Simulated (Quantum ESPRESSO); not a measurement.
# Co (P6_3/mmc) in Quantum ESPRESSO: reference runs

Aim: a first look at Co with PBEsol, on the cell as given and on a disturbed one.

Everything below comes from runs of Quantum ESPRESSO 7.5. Logs are shortened: lines on timing, memory, paths and dates and some standing lists are left out, and cuts for length are marked.

## (1) The structure

The structure is hexagonal, space group P6_3/mmc (No. 194). Conventional cell: a = 2.471 Å, b = 2.471 Å, c = 8.088 Å, α = 90.00°, β = 90.00°, γ = 120.00°. Co (site symmetry -6m2) is surrounded by 12 Co at 2.47 Å. Co (site symmetry -3m) has 12 Co at 2.47 Å as nearest neighbours.

## (2) Single point, PBEsol, collinear spin, ferromagnetic start

File pw.in:

```
&CONTROL
  calculation = 'scf'
  prefix = 'pwscf'
  outdir = './tmp'
  pseudo_dir = './pseudo'
  tprnfor = .true.
  tstress = .true.
  disk_io = 'low'
/
&SYSTEM
  ibrav = 0
  celldm(1) = 8
  nat = 4
  ntyp = 1
  ecutwfc = 56
  ecutrho = 448
  nbnd = 48
  occupations = 'smearing'
  smearing = 'fd'
  degauss = 0.00367493
  nspin = 2
  starting_magnetization(1) = 0.1176
/
&ELECTRONS
  conv_thr = 8d-10
  electron_maxstep = 120
  mixing_beta = 0.3
/
ATOMIC_SPECIES
Co    58.9332 co_pbesol_v1.2.uspp.F.UPF
CELL_PARAMETERS alat
  0.5835856424836   0.0000000000000   0.0000000000000
 -0.2917928212536   0.5053999916798   0.0000000000000
  0.0000000000000   0.0000000000000   1.9105683392426
ATOMIC_POSITIONS crystal
Co     0.6666666667    0.3333333333    0.7500000000
Co     0.0000000000    0.0000000000    0.5000000000
Co     0.3333333333    0.6666666667    0.2500000000
Co     0.0000000000    0.0000000000    0.0000000000
K_POINTS automatic
12 12 4 0 0 0
```

File pp_density.in:

```
&INPUTPP
  prefix = 'pwscf'
  outdir = './tmp'
  filplot = 'density.dat'
  plot_num = 0
/
&PLOT
  nfile = 1
  filepp(1) = 'density.dat'
  iflag = 3
  output_format = 6
  fileout = 'density.cube'
/
```

File pp_potential.in:

```
&INPUTPP
  prefix = 'pwscf'
  outdir = './tmp'
  filplot = 'potential.dat'
  plot_num = 11
/
&PLOT
  nfile = 1
  filepp(1) = 'potential.dat'
  iflag = 3
  output_format = 6
  fileout = 'potential.cube'
/
```

File pp_spin.in:

```
&INPUTPP
  prefix = 'pwscf'
  outdir = './tmp'
  filplot = 'spin.dat'
  plot_num = 6
/
&PLOT
  nfile = 1
  filepp(1) = 'spin.dat'
  iflag = 3
  output_format = 6
  fileout = 'spin.cube'
/
```

Potentials or basis: GBRV 1.5 PBEsol.

Command:

```bash
$ OMP_NUM_THREADS=1 mpirun -n 2 pw.x -nk 2 -in pw.in > pw.out
$ OMP_NUM_THREADS=1 mpirun -n 1 pp.x -in pp_density.in > pp_density.out
$ OMP_NUM_THREADS=1 mpirun -n 1 pp.x -in pp_potential.in > pp_potential.out
$ OMP_NUM_THREADS=1 mpirun -n 1 pp.x -in pp_spin.in > pp_spin.out
```

pw.out:

```text
This program is part of the open-source Quantum ESPRESSO suite
     for quantum simulation of materials; please cite
         "P. Giannozzi et al., J. Phys.:Condens. Matter 21 395502 (2009);
         "P. Giannozzi et al., J. Phys.:Condens. Matter 29 465901 (2017);
         "P. Giannozzi et al., J. Chem. Phys. 152 154105 (2020);
     in publications or presentations arising from this work. More details at

     Message from routine setup:
     using ibrav=0 with symmetry is DISCOURAGED, use correct ibrav instead

     K-points division:     npool     =       2
     Subspace diagonalization in iterative solution of the eigenvalue problem:
     a serial algorithm will be used

     G-vector sticks info
     --------------------
     sticks:   dense  smooth     PW     G-vecs:    dense   smooth      PW
     Sum         673     337    109                46291    16369    2909

     Using Slab Decomposition

     bravais-lattice index     =            0
     lattice parameter (alat)  =       8.0000  a.u.
     unit-cell volume          =     288.5176 (a.u.)^3
     number of atoms/cell      =            4
     number of atomic types    =            1
     number of electrons       =        68.00
     number of Kohn-Sham states=           48
     kinetic-energy cutoff     =      56.0000  Ry
     charge density cutoff     =     448.0000  Ry
     scf convergence threshold =      8.0E-10
     mixing beta               =       0.3000
     number of iterations used =            8  plain     mixing
     Exchange-correlation= SLA  PW   PSX  PSC
                           (   1   4  10   8   0   0   0)

     celldm(1)=   8.000000  celldm(2)=   0.000000  celldm(3)=   0.000000
     celldm(4)=   0.000000  celldm(5)=   0.000000  celldm(6)=   0.000000

     crystal axes: (cart. coord. in units of alat)
               a(1) = (   0.583586   0.000000   0.000000 )
               a(2) = (  -0.291793   0.505400   0.000000 )
               a(3) = (   0.000000   0.000000   1.910568 )

     reciprocal axes: (cart. coord. in units 2 pi/alat)
               b(1) = (  1.713545  0.989315 -0.000000 )
               b(2) = (  0.000000  1.978631  0.000000 )
               b(3) = (  0.000000 -0.000000  0.523404 )

     PseudoPot. # 1 for Co read from file:
     co_pbesol_v1.2.uspp.F.UPF
     Pseudo is Ultrasoft + core correction, Zval = 17.0
     Generated by new atomic code, or converted to UPF format
     Using radial grid of  863 points,  6 beta functions with:
                l(1) =   0
                l(2) =   0
                l(3) =   1
                l(4) =   1
                l(5) =   2
                l(6) =   2
     Q(r) pseudized with  8 coefficients,  rinner =    1.200   1.200   1.200
                                                       1.200   1.200

     atomic species   valence    mass     pseudopotential
     Co               17.00    58.93320     Co( 1.00)

     Starting magnetic structure
     atomic species   magnetization
     Co              0.118

     24 Sym. Ops., with inversion, found (12 have fractional translation)

   Cartesian axes

     site n.     atom                  positions (alat units)
         1        Co     tau(   1) = (   0.2917928   0.1684667   1.4329263  )
         2        Co     tau(   2) = (   0.0000000   0.0000000   0.9552842  )
         3        Co     tau(   3) = (  -0.0000000   0.3369333   0.4776421  )
         4        Co     tau(   4) = (   0.0000000   0.0000000   0.0000000  )

     number of k points=    57  Fermi-Dirac smearing, width (Ry)=  0.0037
                       cart. coord. in units 2pi/alat
        k(    1) = (   0.0000000   0.0000000   0.0000000), wk =   0.0017361
        k(    2) = (   0.0000000   0.0000000   0.1308511), wk =   0.0034722
        k(    3) = (   0.0000000   0.0000000  -0.2617022), wk =   0.0017361
        k(    4) = (   0.0000000   0.1648859   0.0000000), wk =   0.0104167
        k(    5) = (   0.0000000   0.1648859   0.1308511), wk =   0.0208333
        k(    6) = (   0.0000000   0.1648859  -0.2617022), wk =   0.0104167
[... 49 lines left out ...]
        k(   56) = (   0.5711815   0.9893154   0.1308511), wk =   0.0069444
        k(   57) = (   0.5711815   0.9893154  -0.2617022), wk =   0.0034722

     Dense  grid:    46291 G-vectors     FFT dimensions: (  32,  32, 108)

     Smooth grid:    16369 G-vectors     FFT dimensions: (  24,  24,  80)

     Check: negative core charge=   -0.000036
     Generating pointlists ...
     new r_m :   0.2407 (alat units)  1.9258 (a.u.) for type    1

     Initial potential from superposition of free atoms

     starting charge      64.0000, renormalised to      68.0000
     Starting wfcs are   52 randomized atomic wfcs

     Self-consistent Calculation

     iteration #  1     ecut=    56.00 Ry     beta= 0.30
     Davidson diagonalization with overlap
     ethr =  1.00E-02,  avg # of iterations =  3.7

     total energy              =   -1187.14200515 Ry
     estimated scf accuracy    <      28.34495209 Ry

     total magnetization       =     3.86 Bohr mag/cell
     absolute magnetization    =     3.98 Bohr mag/cell

     iteration #  2     ecut=    56.00 Ry     beta= 0.30
     Davidson diagonalization with overlap
     ethr =  1.00E-02,  avg # of iterations =  2.7

     total energy              =   -1192.91337632 Ry
     estimated scf accuracy    <       0.93775577 Ry

     total magnetization       =     6.28 Bohr mag/cell
     absolute magnetization    =     6.56 Bohr mag/cell

     iteration #  3     ecut=    56.00 Ry     beta= 0.30
     Davidson diagonalization with overlap
     ethr =  1.38E-03,  avg # of iterations =  2.0

     total energy              =   -1193.02288331 Ry
     estimated scf accuracy    <       1.92341904 Ry

     total magnetization       =     6.20 Bohr mag/cell
     absolute magnetization    =     6.53 Bohr mag/cell
[... 95 lines left out ...]
     total energy              =   -1193.09462343 Ry
     estimated scf accuracy    <          7.5E-09 Ry

     total magnetization       =     6.74 Bohr mag/cell
     absolute magnetization    =     7.35 Bohr mag/cell

     iteration # 14     ecut=    56.00 Ry     beta= 0.30
     Davidson diagonalization with overlap
     ethr =  1.10E-11,  avg # of iterations =  2.0

     total energy              =   -1193.09462343 Ry
     estimated scf accuracy    <          1.7E-09 Ry

     total magnetization       =     6.74 Bohr mag/cell
     absolute magnetization    =     7.35 Bohr mag/cell

     iteration # 15     ecut=    56.00 Ry     beta= 0.30
     Davidson diagonalization with overlap
     ethr =  2.48E-12,  avg # of iterations =  1.0

     Magnetic moment per site  (integrated on atomic sphere of radius R)
     atom   1 (R=0.241)  charge= 15.5839  magn=  1.7635
     atom   2 (R=0.241)  charge= 15.5882  magn=  1.7472
     atom   3 (R=0.241)  charge= 15.5839  magn=  1.7635
     atom   4 (R=0.241)  charge= 15.5882  magn=  1.7472

     End of self-consistent calculation

     Number of k-points >= 100: set verbosity='high' to print the bands.

     the Fermi energy is    18.7108 ev

!    total energy              =   -1193.09462344 Ry
     estimated scf accuracy    <          7.4E-11 Ry
     smearing contrib. (-TS)   =      -0.00226900 Ry
     internal energy E=F+TS    =   -1193.09235444 Ry

     The total energy is F=E-TS. E is the sum of the following terms:
     one-electron contribution =    -611.33176304 Ry
     hartree contribution      =     349.74285039 Ry
     xc contribution           =    -129.42293750 Ry
     ewald contribution        =    -802.08050429 Ry

     total magnetization       =     6.74 Bohr mag/cell
     absolute magnetization    =     7.35 Bohr mag/cell

     convergence has been achieved in  15 iterations

     Forces acting on atoms (cartesian axes, Ry/au):

     atom    1 type  1   force =     0.00000000    0.00000000    0.00000000
     atom    2 type  1   force =    -0.00000000   -0.00000000    0.00000000
     atom    3 type  1   force =     0.00000000    0.00000000   -0.00000000
     atom    4 type  1   force =     0.00000000    0.00000000   -0.00000000

     Total force =     0.000000     Total SCF correction =     0.000000

     Computing stress (Cartesian axis) and pressure

          total   stress  (Ry/bohr**3)                   (kbar)     P=      -55.37
  -0.00028442  -0.00000000   0.00000000          -41.84       -0.00        0.00
  -0.00000000  -0.00028442  -0.00000000           -0.00      -41.84       -0.00
   0.00000000   0.00000000  -0.00056043            0.00        0.00      -82.44

=------------------------------------------------------------------------------=
   JOB DONE.
=------------------------------------------------------------------------------=
```

It took 2.7 min on 2 MPI ranks of Arm Neoverse V1, shared host; peak memory 0.46 GiB.

Results:

| Quantity | Value |
| --- | --- |
| Free energy | -16232.8793 eV |
| Pressure | -5.5 GPa |
| Band gap on the k mesh | none (metal or under the smearing width) |
| Net moment | 6.74 μB per cell |
| Absolute moment | 7.35 μB per cell |
| Site moments | Co +1.76, +1.75 μB |
| Valence electrons inside the program's atomic spheres | Co 15.58, 15.59 |

Levels at points of the mesh, in eV from the Fermi level:
Spin up:
| k point | band 36 | band 37 | band 38 | band 39 | band 40 | band 41 |
| --- | --- | --- | --- | --- | --- | --- |
| (0.00, 0.00, 0.00) | -1.30 | -1.30 | -0.91 | -0.91 | -0.50 | 6.07 |
| (0.00, 0.00, -0.50) | -1.76 | -1.08 | -1.08 | -1.08 | -1.08 | 9.06 |
| (0.00, -0.50, 0.00) | -0.65 | 0.07 | 1.18 | 2.34 | 2.94 | 6.87 |
| (0.00, -0.50, -0.50) | -0.68 | 1.09 | 1.09 | 2.64 | 2.64 | 7.20 |
Spin down:
| k point | band 26 | band 27 | band 28 | band 29 | band 30 | band 31 | band 32 | band 33 | band 34 | band 35 |
| --- | --- | --- | --- | --- | --- | --- | --- | --- | --- | --- |
| (0.00, 0.00, 0.00) | -1.10 | -1.10 | -0.82 | -0.82 | -0.76 | -0.76 | -0.46 | 0.08 | 0.08 | 0.45 |
| (0.00, 0.00, -0.50) | -1.03 | -1.03 | -1.03 | -0.91 | -0.91 | -0.91 | -0.91 | 0.27 | 0.27 | 0.27 |
| (0.00, -0.50, 0.00) | -1.13 | -0.80 | -0.06 | -0.04 | 0.43 | 1.28 | 1.28 | 1.30 | 1.35 | 1.41 |
| (0.00, -0.50, -0.50) | -0.89 | -0.83 | -0.83 | -0.23 | -0.23 | 0.88 | 0.88 | 1.30 | 1.30 | 1.41 |

## (3) Single point, PBEsol, collinear spin, ferromagnetic start (atoms moved at random, drawn with an rms of 0.05 Å)

File pw.in:

```
&CONTROL
  calculation = 'scf'
  prefix = 'pwscf'
  outdir = './tmp'
  pseudo_dir = './pseudo'
  tprnfor = .true.
  tstress = .true.
  disk_io = 'nowf'
/
&SYSTEM
  ibrav = 0
  nat = 4
  ntyp = 1
  ecutwfc = 56
  ecutrho = 448
  nbnd = 48
  occupations = 'smearing'
  smearing = 'fd'
  degauss = 0.00367493
  nspin = 2
  starting_magnetization(1) = 0.1176
/
&ELECTRONS
  conv_thr = 8d-10
  electron_maxstep = 120
  mixing_beta = 0.3
/
ATOMIC_SPECIES
Co    58.9332 co_pbesol_v1.2.uspp.F.UPF
CELL_PARAMETERS angstrom
   2.4705617809    0.0000000000    0.0000000000
  -1.2352808905    2.1395692639    0.0000000000
   0.0000000000    0.0000000000    8.0882338000
ATOMIC_POSITIONS crystal
Co     0.6662920000    0.3267340000    0.7428740000
Co    -0.0105800000    0.0020010000    0.4962430000
Co     0.3475060000    0.6953560000    0.2541610000
Co     0.0164810000   -0.0018140000   -0.0066470000
K_POINTS automatic
10 10 3 0 0 0
```

Potentials or basis: GBRV 1.5 PBEsol.

Command:

```bash
$ OMP_NUM_THREADS=1 mpirun -n 2 pw.x -nk 2 -in pw.in > pw.out
```

Wall time 8.7 min (2 MPI ranks of Arm Neoverse V1, shared host); peak memory 0.72 GiB.

Results (log left out):

* Free energy: -16232.8593 eV
* Pressure: -5.2 GPa
* Largest force: 0.695 eV/Å
* Band gap on the k mesh: none (metal or under the smearing width)
* Net moment: 6.72 μB per cell
* Absolute moment: 7.34 μB per cell
* Site moments: Co +1.75, +1.73, +1.76, +1.77 μB
* Valence electrons inside the program's atomic spheres: Co 15.40, 15.42, 15.39, 15.37

Forces on the atoms (eV/Å):
```
Co   0.002  0.051  0.373
Co   0.103  0.053  0.082
Co  -0.002 -0.144 -0.679
Co  -0.104  0.040  0.225
```

Stress tensor (GPa, compression positive):
```
-3.59  0.00 -0.02
 0.00 -5.17  0.29
-0.02  0.29 -6.75
```

Levels at points of the mesh, in eV from the Fermi level:
Spin up:
| k point | band 34 | band 35 | band 36 | band 37 | band 38 | band 39 | band 40 | band 41 | band 42 | band 43 |
| --- | --- | --- | --- | --- | --- | --- | --- | --- | --- | --- |
| (0.00, 0.00, 0.00) | -1.61 | -1.59 | -1.30 | -1.27 | -0.94 | -0.84 | -0.48 | 6.05 | 14.37 | 14.82 |
| (0.00, -0.50, 0.00) | -0.67 | -0.65 | -0.64 | -0.01 | 1.29 | 2.38 | 3.10 | 6.64 | 6.87 | 10.03 |
| (0.50, -0.50, 0.00) | -0.67 | -0.65 | -0.63 | 0.14 | 1.12 | 2.34 | 2.89 | 6.86 | 7.06 | 10.28 |
| (-0.50, 0.00, 0.00) | -0.67 | -0.65 | -0.63 | 0.13 | 1.15 | 2.33 | 2.91 | 6.82 | 7.03 | 10.27 |
Spin down:
| k point | band 26 | band 27 | band 28 | band 29 | band 30 | band 31 | band 32 | band 33 | band 34 | band 35 |
| --- | --- | --- | --- | --- | --- | --- | --- | --- | --- | --- |
| (0.00, 0.00, 0.00) | -1.10 | -1.07 | -0.82 | -0.82 | -0.76 | -0.74 | -0.43 | 0.03 | 0.15 | 0.43 |
| (0.00, -0.50, 0.00) | -1.16 | -0.77 | -0.12 | 0.04 | 0.37 | 1.25 | 1.27 | 1.30 | 1.35 | 1.41 |
| (0.50, -0.50, 0.00) | -1.12 | -0.82 | -0.11 | 0.06 | 0.47 | 1.25 | 1.26 | 1.29 | 1.35 | 1.38 |
| (-0.50, 0.00, 0.00) | -1.13 | -0.82 | -0.10 | 0.04 | 0.47 | 1.25 | 1.27 | 1.30 | 1.35 | 1.37 |

Caveat: the k mesh is coarse.
